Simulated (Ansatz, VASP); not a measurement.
# Cross-check of In4Sb3As (ordered alloy, x = 0.75, built in the cubic cell of 8 atoms (invented)) between VASP and Ansatz, part 2 of 2

One calculation is typed for both programs; each brings its own data sets. How far apart do they land? The cell is generated by rule, not measured, and may not be a known phase. The cell is taken from a series of runs on this material, whose earlier steps may have relaxed, scaled, displaced or heated it; both programs get it as it stands.

VASP 6.6.1 and Ansatz 0.2.0.

So far: The structure; Ansatz: relaxation of cell and atoms, r2SCAN.

### 3. VASP: relaxation of cell and atoms, r2SCAN

Level of this step: r2SCAN; plane waves and PAW (Sb, As, In_d); invented cell (VASP).

The same cell, functional, mesh and smearing now go to VASP, with its own data sets.

Lines of VASP's logs that name or quote its potential files are left out, and so is its time.

INCAR reads:

```
SYSTEM = In4Sb3As
PREC = Accurate
ENCUT = 550
EDIFF = 1E-07
NELM = 120
ISMEAR = 0
SIGMA = 0.1
LREAL = .FALSE.
ALGO = Normal
METAGGA = R2SCAN
LASPH = .TRUE.
NBANDS = 44
LORBIT = 11
LWAVE = .FALSE.
LCHARG = .FALSE.
ISIF = 3
IBRION = 2
NSW = 80
EDIFFG = -0.005
GGA_COMPAT = .FALSE.
NELMIN = 4
LMIXTAU = .TRUE.
KPAR = 2
```

POSCAR reads:

```
In4Sb3As
1.0
    6.4491330000      0.0000000000      0.0000000000
    0.0000000000      6.4491330000      0.0000000000
    0.0000000000      0.0000000000      6.4491330000
Sb As In
3 1 4
Direct
    0.0000000775      0.0000000775      0.5000000775
    0.0000000775      0.5000000775      0.0000000775
    0.5000000775      0.0000000775      0.0000000775
    0.5000000775      0.5000000775      0.5000000775
    0.2585551422      0.2585551422      0.7414450128
    0.2585551422      0.7414450128      0.2585551422
    0.7414450128      0.2585551422      0.2585551422
    0.7414450128      0.7414450128      0.7414450128
```

KPOINTS reads:

```
Automatic mesh
0
Gamma
6 6 6
0 0 0
```

Potentials, in the order of the species: Sb, As and In_d (PBE family, release 64).

Started as:

```sh
$ mpirun -np 2 vasp_std
```

Numbers of over 12 decimals in the logs are rounded to 6 here.

What it wrote:

```text
[banner, memory and clock lines left out]
running    2 mpi-ranks, on    1 nodes
 distrk:  each k-point on    1 cores,    2 groups
 distr:  one band on    1 cores,    1 groups

 POSCAR found type information on POSCAR SbAsIn
 POSCAR found :  3 types and       8 ions
|                                                                             |
|               ----> ADVICE to this user running VASP <----                  |
|                                                                             |
|     You enforced a specific xc type in the INCAR file but a different       |
|     [... a line on the potential file left out ...]
|     I HOPE YOU KNOW WHAT YOU ARE DOING!                                     |
|                                                                             |

 LDA part: xc-table for (None), standard interpolation
 POSCAR, INCAR and KPOINTS ok, starting setup
 FFT: planning ... GRIDC
 FFT: planning ... GRID_SOFT
 FFT: planning ... GRID
 WAVECAR not read
 entering main loop
       N       E                     dE             d eps       ncg     rms          rms(c)
DAV:   1     0.536721209206E+03    0.53672E+03   -0.33009E+04  1768   0.182E+03
DAV:   2    -0.110142398125E+03   -0.64686E+03   -0.63460E+03  1820   0.455E+02
DAV:   3    -0.192307484890E+03   -0.82165E+02   -0.79491E+02  2020   0.184E+02
DAV:   4    -0.196749011050E+03   -0.44415E+01   -0.44191E+01  2156   0.439E+01
DAV:   5    -0.196940919792E+03   -0.19191E+00   -0.19186E+00  2472   0.867E+00    0.112E+01
DAV:   6    -0.189015761104E+03    0.79252E+01   -0.60525E+00  2248   0.334E+01    0.565E+00
DAV:   7    -0.182200314964E+03    0.68154E+01   -0.18526E+00  1848   0.103E+01    0.238E+00
DAV:   8    -0.184521555139E+03   -0.23212E+01   -0.23471E+00  1800   0.865E+00    0.219E+00
DAV:   9    -0.184112452357E+03    0.40910E+00   -0.23213E-01  1896   0.397E+00    0.105E+00
DAV:  10    -0.184075827291E+03    0.36625E-01   -0.32846E-02  2236   0.102E+00    0.764E-01
DAV:  11    -0.184217905066E+03   -0.14208E+00   -0.14009E-01  1768   0.231E+00    0.113E-01
DAV:  12    -0.184224899189E+03   -0.69941E-02   -0.14685E-02  1952   0.742E-01    0.250E-01
DAV:  13    -0.184221577705E+03    0.33215E-02   -0.24409E-03  1844   0.316E-01    0.332E-01
DAV:  14    -0.184214597172E+03    0.69805E-02   -0.50698E-03  1960   0.557E-01    0.142E-01
[...]
DAV:  22    -0.184227978975E+03    0.26276E-04   -0.63014E-06  1988   0.196E-02    0.149E-02
DAV:  23    -0.184228024800E+03   -0.45825E-04   -0.16043E-05  1820   0.217E-02    0.802E-03
DAV:  24    -0.184228028866E+03   -0.40664E-05   -0.59069E-06  2164   0.182E-02    0.806E-03
DAV:  25    -0.184228029309E+03   -0.44256E-06   -0.20258E-06  1816   0.901E-03    0.640E-03
DAV:  26    -0.184228030339E+03   -0.10301E-05   -0.75436E-07  1500   0.590E-03    0.177E-03
DAV:  27    -0.184228030456E+03   -0.11714E-06   -0.10925E-07  1212   0.216E-03    0.110E-03
DAV:  28    -0.184228030585E+03   -0.12868E-06   -0.67679E-08  1180   0.221E-03    0.757E-04
DAV:  29    -0.184228030614E+03   -0.29107E-07   -0.92407E-09   976   0.857E-04
   1 F= -.18422803E+03 E0= -.18422754E+03  d E =-.184228E+03
 curvature:   0.00 expect dE= 0.000E+00 dE for cont linesearch  0.000E+00
 trial: gam= 0.00000 g(F)=  0.308E-06 g(S)=  0.144E-03 ort = 0.000E+00 (trialstep = 0.100E+01)
 search vector abs. value=  0.144E-03
 bond charge predicted
       N       E                     dE             d eps       ncg     rms          rms(c)
DAV:   1    -0.184229639524E+03   -0.16089E-02   -0.44704E-02  2340   0.255E+00    0.276E-01
DAV:   2    -0.184228229325E+03    0.14102E-02   -0.33098E-03  2324   0.790E-01    0.926E-02
DAV:   3    -0.184227985496E+03    0.24383E-03   -0.77293E-04  2236   0.325E-01    0.511E-02
DAV:   4    -0.184228064203E+03   -0.78707E-04   -0.59826E-05  1792   0.481E-02    0.510E-02
DAV:   5    -0.184227982590E+03    0.81614E-04   -0.50285E-05  1784   0.428E-02    0.311E-02
DAV:   6    -0.184228066659E+03   -0.84069E-04   -0.16610E-04  1792   0.878E-02    0.214E-02
DAV:   7    -0.184228084263E+03   -0.17604E-04   -0.13149E-05  1784   0.229E-02    0.947E-03
DAV:   8    -0.184228082670E+03    0.15935E-05   -0.30661E-06  2016   0.129E-02    0.214E-02
DAV:   9    -0.184228084849E+03   -0.21796E-05   -0.17015E-06  1900   0.914E-03    0.338E-03
DAV:  10    -0.184228085082E+03   -0.23321E-06   -0.44821E-07  1496   0.344E-03    0.343E-03
DAV:  11    -0.184228085083E+03   -0.70031E-09   -0.23562E-08   988   0.138E-03
   2 F= -.18422809E+03 E0= -.18422759E+03  d E =-.544692E-04
 trial-energy change:   -0.000054  1 .order   -0.000049   -0.000144    0.000046
 step:   0.7868(harm=  0.7569)  dis= 0.00003  next Energy=  -184.228090 (dE=-0.593E-04)
 reached required accuracy - stopping structural energy minimisation
```

Parts of OUTCAR (step 3):

```text
ion  position               nearest neighbor table
   1  0.000  0.000  0.500-   8 2.83   7 2.83   6 2.83   5 2.83
   2  0.000  0.500  0.000-   8 2.83   7 2.83   5 2.83   6 2.83
   3  0.500  0.000  0.000-   8 2.83   6 2.83   5 2.83   7 2.83
   4  0.500  0.500  0.500-   6 2.70   7 2.70   5 2.70   8 2.70
   5  0.259  0.259  0.741-   4 2.70   3 2.83   2 2.83   1 2.83
   6  0.259  0.741  0.259-   4 2.70   3 2.83   1 2.83   2 2.83
   7  0.741  0.259  0.259-   4 2.70   2 2.83   1 2.83   3 2.83
   8  0.741  0.741  0.741-   4 2.70   2 2.83   3 2.83   1 2.83

  LATTYP: Found a simple cubic cell.
 ALAT       =     6.4491330000

 Subroutine GETGRP returns: Found 24 space group operations
 (whereof 24 operations were pure point group operations)

The static configuration has the point symmetry T_d .

 Found     20 irreducible k-points:

   k-points           NKPTS =     20   k-points in BZ     NKDIM =     20   number of bands    NBANDS=     44

   dimension x,y,z NGX =    50 NGY =   50 NGZ =   50
   dimension x,y,z NGXF=   100 NGYF=  100 NGZF=  100

   ENCUT  =  550.0 eV  40.42 Ry    6.36 a.u.  12.33 12.33 12.33*2*pi/ulx,y,z

   NELECT =      72.0000    total number of electrons

 k-points in reciprocal lattice and weights: Automatic mesh
   0.00000000  0.00000000  0.00000000       0.005
   0.16666667  0.00000000  0.00000000       0.028
   0.33333333  0.00000000  0.00000000       0.028
   0.50000000  0.00000000  0.00000000       0.014
   0.16666667  0.16666667  0.00000000       0.056
   0.33333333  0.16666667  0.00000000       0.111
   0.50000000  0.16666667  0.00000000       0.056
   0.33333333  0.33333333  0.00000000       0.056
   0.50000000  0.33333333  0.00000000       0.056
[...]
0.50000000  0.50000000  0.33333333       0.028
   0.50000000  0.50000000  0.50000000       0.005

 average (electrostatic) potential at core
       1 -92.6549       2 -92.6549       3 -92.6549       4 -54.3373       5-102.2319
       6-102.2319       7-102.2319       8-102.2319

 E-fermi :   4.5140

 k-point     1 :       0.0000    0.0000    0.0000
  band No.  band energies     occupation
    ...
     33       2.2625      2.00000
     34       4.3665      1.96303
     35       4.4691      1.47494
     36       4.4691      1.47494
     37       4.4691      1.47492
     38       6.0602      0.00000
     39       6.0602      0.00000
     40       6.1654      0.00000
     41       6.1654      0.00000
     42       6.1654      0.00000
    ...

 k-point     2 :       0.1667    0.0000    0.0000
  band No.  band energies     occupation
    ...
     32       2.3022      2.00000
     33       2.3022      2.00000
     34       3.2170      2.00000
     35       4.2035      1.99999
     36       4.2035      1.99999
     37       5.5279      0.00000
     38       6.0627      0.00000
     39       6.4167      0.00000
     40       6.4841      0.00000
     41       6.5574      0.00000
    ...

 k-point     3 :       0.3333    0.0000    0.0000
  band No.  band energies     occupation
    ...
     32       2.1017      2.00000
     33       2.5640      2.00000
     34       2.5640      2.00000
     35       3.6535      2.00000
     36       3.6535      2.00000
     37       6.0736      0.00000
     38       6.5546      0.00000
     39       6.8365      0.00000
     40       7.1183      0.00000
     41       7.4987      0.00000
    ...

  Total        0.0288984      0.0288984      0.0288984      0.0000000     -0.0000000      0.0000000
  in kB        0.1728944      0.1728944      0.1728944      0.0000000     -0.0000000      0.0000000
  external PRESSURE =       0.1728944 kB  Pullay stress =       0.0000000 kB

  energy-cutoff  :      550.00
  volume of cell :      267.80
      direct lattice vectors                 reciprocal lattice vectors
     6.445668653 -0.000000000 -0.000000000     0.155142942  0.000000000 -0.000000000
    -0.000000000  6.445668653  0.000000000     0.000000000  0.155142942  0.000000000
     0.000000000 -0.000000000  6.445668653     0.000000000  0.000000000  0.155142942

 POSITION                                       TOTAL-FORCE (eV/Angst)
 -----------------------------------------------------------------------------------
      0.00000      0.00000      3.22283         0.000000      0.000000     -0.000000
      0.00000      3.22283      0.00000         0.000000     -0.000000     -0.000000
      3.22283      0.00000      0.00000         0.000000     -0.000000     -0.000000
      3.22283      3.22283      3.22283         0.000000     -0.000000     -0.000000
      1.66660      1.66660      4.77907         0.000853      0.000853     -0.000853
      1.66660      4.77907      1.66660         0.000853     -0.000853      0.000853
      4.77907      1.66660      1.66660        -0.000853      0.000853      0.000853
      4.77907      4.77907      4.77907        -0.000853     -0.000853     -0.000853
 -----------------------------------------------------------------------------------
    total drift:                               -0.001088     -0.001088     -0.001088

  FREE ENERGIE OF THE ION-ELECTRON SYSTEM (eV)
  ---------------------------------------------------
  free  energy   TOTEN  =      -184.2280850830 eV

  energy  without entropy=     -184.2270960889  energy(sigma->0) =     -184.22759059

 reached required accuracy - stopping structural energy minimisation

 total charge
# of ion       s       p       d       tot
------------------------------------------
    1        1.112   1.352   0.020   2.484
    2        1.112   1.352   0.020   2.484
    3        1.112   1.352   0.020   2.484
    4        1.222   1.546   0.020   2.787
    5        0.854   0.720   9.868  11.442
    6        0.854   0.720   9.868  11.442
    7        0.854   0.720   9.868  11.442
    8        0.854   0.720   9.868  11.442
--------------------------------------------------
tot          7.973   8.481  39.551  56.005

[... 3 further parts left out ...]
```

The run keeps the 24 symmetry operations of its start, so it cannot find a distortion of lower symmetry.

### 4. Side by side

Known differences besides the potentials themselves: VASP keeps PBE cores, Ansatz makes them for the functional; the data sets hold 112 valence electrons in Ansatz (on its PAW soft_1 files) and 72 in VASP; the cutoff is 500 eV in Ansatz and 550 eV in VASP; Ansatz adds a Pulay correction to the stress that steers its cell, VASP none. Total energies have different zeros and are not compared.

Both answers:

```
                                         quantity  Ansatz    VASP  difference
                                      volume (Å³)  268.23  267.80     +0.16 %
edge a after relaxation, in the typed setting (Å)   6.449   6.446     +0.05 %
```

### 5. What came out

| Property | Result |
| --- | --- |
| difference in volume (relaxation of cell and atoms, r2SCAN) | 0.16 % |

What this shows: The difference in volume is 0.16 % (relaxation of cell and atoms, r2SCAN), within the 1.2 % picked in this series as the mark of a large difference, as far as the stopping tolerances let one tell. The data sets hold unlike numbers of valence electrons (112 in Ansatz and 72 in VASP), so part of the differences may come from the potentials. Such differences can come from data sets, numerical settings and the points named under the comparisons, not from the functional's error against experiment.

[Lines on the potential files, build, host, timing and source positions are cut from VASP's logs without a mark.]

[Logs are printed without paths, hosts, clocks, repeated set-up lines and the standing remarks that a program may print on its own settings, such as how far it seeks lower states.]

[Hosts, paths, dates, database ids (printed as entryN), source tags and the programs' standing remarks are cut or masked in the printed files.]
